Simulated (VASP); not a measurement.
# Sn2Ge (P-3m1) in VASP: band structure with PBE

Aim: the band structure of Sn2Ge with PBE.

All numbers are computed with VASP 6.6.1; they aren't measurements. Logs are shortened: lines on timing, memory, paths and dates and some standing lists are left out, and cuts for length are marked.

**1. The structure**

The structure is trigonal, space group P-3m1 (No. 164). Conventional cell: a = 4.499 Å, b = 4.499 Å, c = 11.041 Å, α = 90.00°, β = 90.00°, γ = 120.00°. Sn (site symmetry 3m) has 3 Ge at 2.73 Å and 1 Sn at 2.87 Å as nearest neighbours. Sn (site symmetry 3m) is surrounded by 4 Sn at 2.81 to 2.87 Å. Ge (site symmetry 3m) has 1 Ge at 2.51 Å and 3 Sn at 2.73 Å as nearest neighbours.

The cell was built by a generator and needn't be a form met in nature.

**2. Band structure, PBE**

Input file POSCAR:

```
Sn2Ge
1.0
    4.4987930000      0.0000000000      0.0000000000
   -2.2493960000      3.8960690000      0.0000000000
    0.0000000000      0.0000000000     11.0405200000
Sn Ge
4 2
Direct
    0.3333330000      0.6666670000      0.8094170000
    0.6666670000      0.3333330000      0.1905830000
    0.3333330000      0.6666670000      0.5490820000
    0.6666670000      0.3333330000      0.4509180000
    0.0000000000      0.0000000000      0.8864490000
    0.0000000000      0.0000000000      0.1135510000
```

Input file INCAR.step1:

```
SYSTEM = Sn2Ge
PREC = Accurate
ENCUT = 520
EDIFF = 1E-6
ISMEAR = 0
SIGMA = 0.1
LREAL = .False.
LASPH = .True.
NELM = 80
ALGO = Normal
ISIF = 2
LWAVE = .False.
LCHARG = .True.
GGA = PE
KPAR = 2
```

Input file KPOINTS.step1:

```
Automatic mesh
0
Gamma
  8 8 4
  0 0 0
```

Input file INCAR.step2:

```
SYSTEM = Sn2Ge
PREC = Accurate
ENCUT = 520
EDIFF = 1E-6
ISMEAR = 0
SIGMA = 0.05
LREAL = .False.
LASPH = .True.
NELM = 80
ALGO = Normal
ISIF = 2
LWAVE = .False.
LCHARG = .False.
GGA = PE
KPAR = 2
ICHARG = 11
```

Input file KPOINTS.step2:

```
path GMKGALHA,LM,KH
20
line-mode
reciprocal
 0.0000000000  0.0000000000  0.0000000000  G
 0.5000000000  0.0000000000  0.0000000000  M

 0.5000000000  0.0000000000  0.0000000000  M
 0.3333333333  0.3333333333  0.0000000000  K

 0.3333333333  0.3333333333  0.0000000000  K
 0.0000000000  0.0000000000  0.0000000000  G

 0.0000000000  0.0000000000  0.0000000000  G
 0.0000000000  0.0000000000  0.5000000000  A

 0.0000000000  0.0000000000  0.5000000000  A
 0.5000000000  0.0000000000  0.5000000000  L

 0.5000000000  0.0000000000  0.5000000000  L
 0.3333333333  0.3333333333  0.5000000000  H

 0.3333333333  0.3333333333  0.5000000000  H
 0.0000000000  0.0000000000  0.5000000000  A

 0.5000000000  0.0000000000  0.5000000000  L
 0.5000000000  0.0000000000  0.0000000000  M

 0.3333333333  0.3333333333  0.0000000000  K
 0.3333333333  0.3333333333  0.5000000000  H
```

Potentials or basis: VASP PAW PBE potentials, release 64 (Sn_d, Ge_d).

Run with:

```sh
$ cat potpaw_PBE.64/Sn_d/POTCAR potpaw_PBE.64/Ge_d/POTCAR > POTCAR
$ cp INCAR.step1 INCAR
$ cp KPOINTS.step1 KPOINTS
$ mpirun -np 2 vasp_std > vasp.out
$ cp INCAR.step2 INCAR
$ cp KPOINTS.step2 KPOINTS
$ mpirun -np 2 vasp_std > vasp.out
```

OUTCAR:

```text
SYSTEM = Sn2Ge
   PREC = Accurate
   ENCUT = 520
   EDIFF = 1E-6
   ISMEAR = 0
   LREAL = .False.
   LASPH = .True.
   NELM = 80
   ISIF = 2
   GGA = PE
   ICHARG = 11

 ion  position               nearest neighbor table
   1  0.333  0.667  0.809-   5 2.73   5 2.73   5 2.73   3 2.87
   2  0.667  0.333  0.191-   6 2.73   6 2.73   6 2.73   4 2.87
   3  0.333  0.667  0.549-   4 2.81   4 2.81   4 2.81   1 2.87
   4  0.667  0.333  0.451-   3 2.81   3 2.81   3 2.81   2 2.87
   5  0.000  0.000  0.886-   6 2.51   1 2.73   1 2.73   1 2.73
   6  0.000  0.000  0.114-   5 2.51   2 2.73   2 2.73   2 2.73

  LATTYP: Found a hexagonal cell.
 ALAT       =     4.4987930000
 C/A-ratio  =     2.4541071350

  Lattice vectors:

 A1 = (   4.4987930000,   0.0000000000,   0.0000000000)
 A2 = (  -2.2493960000,   3.8960690000,   0.0000000000)
 A3 = (   0.0000000000,   0.0000000000,  11.0405200000)

Analysis of symmetry for initial positions (statically):
=====================================================================
 Subroutine PRICEL returns:
 Original cell was already a primitive cell.

 Routine SETGRP: Setting up the symmetry group for a
 hexagonal supercell.

 Subroutine GETGRP returns: Found 12 space group operations
 (whereof 12 operations were pure point group operations)
 out of a pool of 24 trial point group operations.

The static configuration has the point symmetry D_3d.

Analysis of symmetry for dynamics (positions and initial velocities):
=====================================================================
 Subroutine PRICEL returns:
 Original cell was already a primitive cell.

 Routine SETGRP: Setting up the symmetry group for a
 hexagonal supercell.

 Subroutine GETGRP returns: Found 12 space group operations
 (whereof 12 operations were pure point group operations)
 out of a pool of 24 trial point group operations.

The dynamic configuration has the point symmetry D_3d.

 Subroutine INISYM returns: Found 12 space group operations
 (whereof 12 operations are pure point group operations),
 and found     1 'primitive' translations

----------------------------------------------------------------------------------------

                                     Primitive cell

  volume of cell :     193.5139

  direct lattice vectors                    reciprocal lattice vectors
     4.498793000  0.000000000  0.000000000     0.222281843  0.128334454  0.000000000
    -2.249396000  3.896069000  0.000000000     0.000000000  0.256668966  0.000000000
     0.000000000  0.000000000 11.040520000     0.000000000  0.000000000  0.090575444

  length of vectors
     4.498793000  4.498792729 11.040520000     0.256668950  0.256668966  0.090575444

  position of ions in fractional coordinates (direct lattice)
     0.333333000  0.666667000  0.809417000
     0.666667000  0.333333000  0.190583000
     0.333333000  0.666667000  0.549082000
     0.666667000  0.333333000  0.450918000
     0.000000000  0.000000000  0.886449000
     0.000000000  0.000000000  0.113551000

  ion indices of the primitive-cell ions
   primitive index   ion index
                 1           1
                 2           2
                 3           3
                 4           4
                 5           5
                 6           6

----------------------------------------------------------------------------------------

 KPOINTS: path GMKGALHA,LM,KH

Interpolating k-points between supplied coordinates.

 Line segments in fractional coordinates (reciprocal lattice):
    0.000000  0.000000  0.000000  ...  0.500000  0.000000  0.000000
    0.500000  0.000000  0.000000  ...  0.333333  0.333333  0.000000
    0.333333  0.333333  0.000000  ...  0.000000  0.000000  0.000000
    0.000000  0.000000  0.000000  ...  0.000000  0.000000  0.500000
    0.000000  0.000000  0.500000  ...  0.500000  0.000000  0.500000
    0.500000  0.000000  0.500000  ...  0.333333  0.333333  0.500000
    0.333333  0.333333  0.500000  ...  0.000000  0.000000  0.500000
    0.500000  0.000000  0.500000  ...  0.500000  0.000000  0.000000
    0.333333  0.333333  0.000000  ...  0.333333  0.333333  0.500000

 Generated    20 points on each line segment, for a total of    180 k-points:

 Following reciprocal coordinates:
            Coordinates               Weight
  0.000000  0.000000  0.000000      0.005556
  0.026316  0.000000  0.000000      0.005556
  0.052632  0.000000  0.000000      0.005556
  0.078947  0.000000  0.000000      0.005556
  0.105263  0.000000  0.000000      0.005556
  0.131579  0.000000  0.000000      0.005556
[... 16 lines left out ...]
  0.482456  0.035088  0.000000      0.005556
  0.473684  0.052632  0.000000      0.005556
 [... further k-points ...]
   k-points           NKPTS =    180   k-points in BZ     NKDIM =    180   number of bands    NBANDS=     50
   number of dos      NEDOS =    301   number of ions     NIONS =      6
   total plane-waves  NPLWV = 108864
   dimension x,y,z NGX =    36 NGY =   36 NGZ =   84
   dimension x,y,z NGXF=    72 NGYF=   72 NGZF=  168
   ions per type =               4   2
   NGX,Y,Z   is equivalent  to a cutoff of  13.30, 13.30, 12.65 a.u.
   NGXF,Y,Z  is equivalent  to a cutoff of  26.61, 26.61, 25.30 a.u.
 SYSTEM =  Sn2Ge
   PREC   = accura    normal or accurate (medium, high low for compatibility)
   ISTART =      0    job   : 0-new  1-cont  2-samecut
   ICHARG =     11    charge: 1-file 2-atom 10-const
   ISPIN  =      1    spin polarized calculation?
   LNONCOLLINEAR =      F non collinear calculations
   LSORBIT =      F    spin-orbit coupling
   LASPH  =      T    aspherical Exc in radial PAW
   ENCUT  =  520.0 eV  38.22 Ry    6.18 a.u.   8.36  8.36 20.53*2*pi/ulx,y,z
   NELM   =     80;   NELMIN=  2; NELMDL=  0     # of ELM steps
   EDIFF  = 0.1E-05   stopping-criterion for ELM
   LREAL  =      F    real-space projection
   EDIFFG = 0.1E-04   stopping-criterion for IOM
   NSW    =      0    number of steps for IOM
   IBRION =     -1    ionic relax: 0-MD 1-quasi-New 2-CG
   NFREE  =      0    steps in history (QN), initial steepest desc. (CG)
   ISIF   =      2    stress and relaxation
   ISYM   =      2    0-nonsym 1-usesym 2-fastsym
   POTIM  = 0.5000    time-step for ionic-motion
   TEBEG  =    0.0;   TEEND  =   0.0 temperature during run
   PSTRESS=    0.0 pullay stress
   NELECT =      84.0000    total number of electrons
   NUPDOWN=      -1.0000    fix difference up-down
   EMIN   =  10.00;   EMAX   =-10.00  energy-range for DOS
   EFERMI =   0.00;   METHOD = LEGACY
   ISMEAR =     0;   SIGMA  =   0.05  broadening in eV -4-tet -1-fermi 0-gaus
   EFERMI_NEDOS =   21; number of points for ismear=-14 and -15
   IALGO  =     38    algorithm
   IMIX   =      4    mixing-type and parameters
     AMIX     =   0.40;   BMIX     =  1.00
     AMIX_MAG =   1.60;   BMIX_MAG =  1.00
  volume/ion in A,a.u.               =      32.25       217.65
  Fermi-wavevector in a.u.,A,eV,Ry     =   1.239549  2.342409 20.905119  1.536483
  Thomas-Fermi vector in A             =   2.374028
   LORBIT       =      0    0 simple, 1 ext, 2 COOP (PROOUT), +10 PAW based schemes
   GGA     = PE    functional components
   LHFCALC =     F    Hartree Fock is set to
   AEXX    =    0.0000 exact exchange contribution
   IVDW    =     0    specifies the selected vdW correction
   LEPSILON=     F    determine dielectric tensor
   LRPA    =     F    only Hartree local field effects (RPA)
 non-spin polarized calculation
 Gauss-broadening in eV      SIGMA  =   0.05
  energy-cutoff  :      520.00
  volume of cell :      193.51
 maximum number of plane-waves:      5273
 NGX is ok and might be reduce to    36

 number of electron      84.0000031 magnetization

 Free energy of the ion-electron system (eV)
  ---------------------------------------------------
  ext. energy  EPLUGINS =         0.00000000
  ---------------------------------------------------
  free energy    TOTEN  =       -22.35986660 eV

  energy without entropy =      -22.35588987  energy(sigma->0) =      -22.35787824

 E-fermi :   4.8182     XC(G=0):  -8.8841

 val. band max:        4.8172421488   @ k =   0.5000   0.0000   0.4211
 cond. band min:       4.8197744033   @ k =   0.0351   0.0351   0.0000
 fundamental gap:      0.0025322545
 Fermi energy:         4.8182489140

 k-point     1 :       0.0000    0.0000    0.0000
  band No.  band energies     occupation
      1     -19.8408      2.00000
      2     -19.7738      2.00000
      3     -19.7738      2.00000
      4     -19.7569      2.00000
      5     -19.7569      2.00000
      6     -19.7458      2.00000
[... 42 lines left out ...]
     49       8.0193      0.00000
     50       8.0212      0.00000

 k-point     2 :       0.0263    0.0000    0.0000
  band No.  band energies     occupation
      1     -19.8408      2.00000
      2     -19.7738      2.00000
      3     -19.7738      2.00000
      4     -19.7569      2.00000
      5     -19.7569      2.00000
      6     -19.7458      2.00000
[... 42 lines left out ...]
     49       7.9910      0.00000
     50       8.0260      0.00000

 k-point     3 :       0.0526    0.0000    0.0000
  band No.  band energies     occupation
      1     -19.8408      2.00000
      2     -19.7738      2.00000
      3     -19.7738      2.00000
      4     -19.7569      2.00000
      5     -19.7569      2.00000
      6     -19.7458      2.00000
[... 42 lines left out ...]
     49       7.9132      0.00000
     50       8.0470      0.00000

 k-point     4 :       0.0789    0.0000    0.0000
  band No.  band energies     occupation
      1     -19.8408      2.00000
      2     -19.7738      2.00000
      3     -19.7738      2.00000
      4     -19.7569      2.00000
      5     -19.7569      2.00000
      6     -19.7458      2.00000
[... 999 lines left out ...]
 k-point    23 :       0.4825    0.0351    0.0000
  band No.  band energies     occupation
      1     -19.8412      2.00000
      2     -19.7740      2.00000
      3     -19.7735      2.00000
      4     -19.7570      2.00000
      5     -19.7567      2.00000
      6     -19.7457      2.00000
[... 42 lines left out ...]
     49       9.1575      0.00000
     50       9.2076      0.00000

 k-point    24 :       0.4737    0.0526    0.0000
  band No.  band energies     occupation
      1     -19.8412      2.00000
      2     -19.7740      2.00000
      3     -19.7735      2.00000
      4     -19.7570      2.00000
      5     -19.7568      2.00000
      6     -19.7457      2.00000
[... 42 lines left out ...]
     49       9.1956      0.00000
     50       9.2423      0.00000

 [... further k-points ...]

------------------------ aborting loop because EDIFF is reached ----------------------------------------

  FORCE on cell =-STRESS in cart. coord.  units (eV):
  Direction    XX          YY          ZZ          XY          YZ          ZX
  --------------------------------------------------------------------------------------
  -------------------------------------------------------------------------------------
  Total       10.9951020     10.9951019      5.4337992      0.0000014      0.0000000      0.0000000
  in kB       91.0327509     91.0327498     44.9885491      0.0000117      0.0000000      0.0000000
  external PRESSURE =      75.6846833 kB  Pullay stress =       0.0000000 kB

 VOLUME and BASIS-vectors are now :
 -----------------------------------------------------------------------------
  energy-cutoff  :      520.00
  volume of cell :      193.51
      direct lattice vectors                 reciprocal lattice vectors
     4.498793000  0.000000000  0.000000000     0.222281843  0.128334454  0.000000000
    -2.249396000  3.896069000  0.000000000     0.000000000  0.256668966  0.000000000
     0.000000000  0.000000000 11.040520000     0.000000000  0.000000000  0.090575444

 POSITION                                       TOTAL-FORCE (eV/Angst)
 -----------------------------------------------------------------------------------
     -0.00000      2.59738      8.93638        -0.000000     -0.000000      0.318322
      2.24940      1.29869      2.10414         0.000000      0.000000     -0.318322
     -0.00000      2.59738      6.06215        -0.000000     -0.000000      0.442920
      2.24940      1.29869      4.97837         0.000000      0.000000     -0.442920
      0.00000      0.00000      9.78686         0.000000      0.000000     -0.090874
      0.00000      0.00000      1.25366         0.000000     -0.000000      0.090874
 -----------------------------------------------------------------------------------
    total drift:                                0.000000      0.000000      0.000000

  FREE ENERGIE OF THE ION-ELECTRON SYSTEM (eV)
  ---------------------------------------------------
  free  energy   TOTEN  =       -22.3598666013 eV

  energy  without entropy=      -22.3558898728  energy(sigma->0) =      -22.35787824
```

Run time: 18 min. Hardware: 2 MPI ranks of AMD EPYC 7R13 (Zen 3), shared host; peak memory 1.2 GiB.

Results:

| Item | Value |
| --- | --- |
| Band gap along the path | none (metal or under the smearing width) |

Levels at the corners of the path, in eV from the Fermi level:
| point | band 40 | band 41 | band 42 | band 43 | band 44 | band 45 |
| --- | --- | --- | --- | --- | --- | --- |
| Γ | -0.62 | -0.49 | 0.00 | 0.19 | 0.19 | 0.73 |
| M | -2.32 | -1.52 | -1.36 | 0.74 | 0.85 | 1.25 |
| M | -2.32 | -1.52 | -1.36 | 0.74 | 0.85 | 1.25 |
| K | -1.98 | -1.69 | -1.69 | 1.30 | 1.30 | 1.33 |
| K | -1.98 | -1.69 | -1.69 | 1.30 | 1.30 | 1.33 |
| Γ | -0.62 | -0.49 | 0.00 | 0.19 | 0.19 | 0.73 |
| Γ | -0.62 | -0.49 | 0.00 | 0.19 | 0.19 | 0.73 |
| A | -0.38 | -0.38 | -0.09 | -0.09 | 0.30 | 1.06 |
| A | -0.38 | -0.38 | -0.09 | -0.09 | 0.30 | 1.06 |
| L | -1.89 | -1.09 | -1.01 | -0.13 | 0.77 | 1.42 |
| L | -1.89 | -1.09 | -1.01 | -0.13 | 0.77 | 1.42 |
| H | -2.38 | -2.11 | -2.11 | 2.36 | 2.36 | 2.48 |
| H | -2.38 | -2.11 | -2.11 | 2.36 | 2.36 | 2.48 |
| A | -0.38 | -0.38 | -0.09 | -0.09 | 0.30 | 1.06 |
| L | -1.89 | -1.09 | -1.01 | -0.13 | 0.77 | 1.42 |
| M | -2.32 | -1.52 | -1.36 | 0.74 | 0.85 | 1.25 |
| K | -1.98 | -1.69 | -1.69 | 1.30 | 1.30 | 1.33 |
| H | -2.38 | -2.11 | -2.11 | 2.36 | 2.36 | 2.48 |

Caveat: the log is that of the step along the path at fixed density, whose energy, stress, charges and moments have no meaning; spin-orbit coupling is left out, which moves the levels of the heavy elements.
